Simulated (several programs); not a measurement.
**What each method gives for BP (zincblende)**

Measured values to be reproduced:
- bulk modulus: 179 GPa (isothermal B0 from Vinet fit to p-V data up to 55 GPa; 300 K; “Equation of state of single-crystal cubic boron phosphide”; 300 K value from Vinet equation-of-state fit to p-V data up to 55 GPa; correlated with B0'; 2014; arxiv:1407.1677)
- volume: 11.7 Å³ an atom (from the lattice constants; cubic a at 300 K; 300 K; “Thermal expansion coefficients of high thermal conducting BAs and BP materials”; 2019; arxiv:1906.04101)

BP built on the zincblende prototype, relaxed with r2SCAN in Ansatz, was computed with several methods. The symmetry is F-43m (No. 216, cubic); conventional cell a = 4.537 Å, 11.67 Å³ an atom. B is surrounded by 4 P at 1.96 Å; P is surrounded by 4 B at 1.96 Å. The values are computed, spin-unpolarised.

```
B P
1.0
     0.00000    2.26832    2.26832
     2.26832    0.00000    2.26832
     2.26832    2.26832    0.00000
B P
1 1
Cartesian
  0.0000 0.0000 0.0000
  1.1342 1.1342 1.1342
```

Gaps and times are for a single point on this cell; volume and bulk modulus come from each method's own relaxation or energy curve at fixed shape. Times are rough, from shared hosts (Arm Neoverse V1; Arm Neoverse V2; Intel Xeon Platinum 8375C CPU @ 2.90GHz), and each method has its own mesh and cell size. A star marks a curve whose lowest point is an end point. PM6 (MOPAC), PM7 (MOPAC), GFN1-xTB (tblite), GFN2-xTB (tblite) treat a cluster of cells at its zone centre, which samples few k points: where these miss a band edge, the gap comes out too large for that reason alone. Gaps from k meshes are read at a limited set of points (mesh, symmetry points, PBE's band edges), so each method's own least gap may be somewhat smaller. xTB and the PM methods were fitted mostly to molecules, and can miss a solid's gap by electronvolts. Minimal bases can be far off for gaps. Times of the plane-wave ladder aren't listed, since it ran on unlike processors and cards. GLLB-SC's gap includes the derivative discontinuity. G0W0 is at finite bands, cutoff and mesh. d marks a direct gap, i an indirect one (no mark: not told apart), a dash a value that wasn't computed or didn't pass its checks.

```tsv
method	kind	gap (eV)	own volume (Å³/atom)	bulk modulus (GPa)	atoms computed	processor time
PBEsol	semilocal	–	11.54	–	2	–
light PBE (260 eV and a coarse mesh)	light plane-wave	1.22 i	–	–	2	0.43 s
PBE	semilocal	1.24 i	11.76	162	2	–
LDA	semilocal	1.18 i	11.32	–	2	–
r2SCAN	semilocal	1.41 i	11.67	169	2	–
GFN1-xTB (tblite)	tight binding	2.05	12.02	165	cluster	3 s
PBE/single zeta (GPAW)	small basis	3.00 i	–	–	2	3.8 s
GLLB-SC (GPAW)	model potential	1.84	–	–	2	4.2 s
GFN2-xTB (tblite)	tight binding	1.81	11.98	157	cluster	6.9 s
PBE/SZV (CP2K)	small basis	4.20 i	12.72*	155*	2	9.4 s
PM7 (MOPAC)	semi-empirical	6.91	–	–	cluster	11 s
PM6 (MOPAC)	semi-empirical	7.52	–	–	cluster	13 s
G0W0@PBE (260 eV screening cutoff)	many-body	1.96	–	–	2	–
G0W0@LDA (140 eV screening cutoff)	many-body	1.83	–	–	2	–
PBE/DZVP (CP2K)	small basis	1.30 i	11.79	161	2	19 s
HSE06	hybrid	1.96 i	11.58	–	2	–
PBE0	hybrid	2.66 i	–	–	2	–
G0W0@r2SCAN (180 eV screening cutoff)	many-body	2.05	–	–	2	–
Hartree-Fock	exact exchange	7.86 i	–	–	2	–
DDH-PBE0	hybrid	1.85 i	–	–	2	–
r2SCAN0	hybrid	2.74 i	–	–	2	–
G0W0@HSE06 (180 eV screening cutoff)	many-body	2.22	–	–	2	–
G0W0@PBE0 (180 eV screening cutoff)	many-body	2.36	–	–	2	–
```

Against HSE06 (1.96 eV) and with closed or daggered gaps left aside, the nearest gap at the points sampled is that of G0W0@PBE (260 eV screening cutoff) (0.00 eV) and the farthest that of Hartree-Fock (+5.90 eV). HSE06 is only a yardstick of convenience, and nearness to it can be luck.

Volumes against r2SCAN's: PBEsol -1.1 %, PBE +0.8 %, LDA -3.0 %, GFN1-xTB (tblite) +3.0 %, GFN2-xTB (tblite) +2.7 %, PBE/DZVP (CP2K) +1.0 %, HSE06 -0.8 %.

Comparison with experiment:
- Bulk modulus, measured 179 GPa: PBE -9.5 %, r2SCAN -5.4 %, GFN1-xTB (tblite) -7.6 %, GFN2-xTB (tblite) -12.4 %, PBE/DZVP (CP2K) -10.2 %.
- Volume, measured 11.7 Å³ an atom: PBEsol -1.3 %, PBE +0.6 %, LDA -3.2 %, r2SCAN -0.2 %, GFN1-xTB (tblite) +2.7 %, GFN2-xTB (tblite) +2.5 %, PBE/DZVP (CP2K) +0.8 %, HSE06 -1.0 %.
The calculations are for a static lattice; samples hold vibrations, temperature and, in optical gaps, excitons. A measured value is shown where most reports agree with it, and only for the quantities listed.
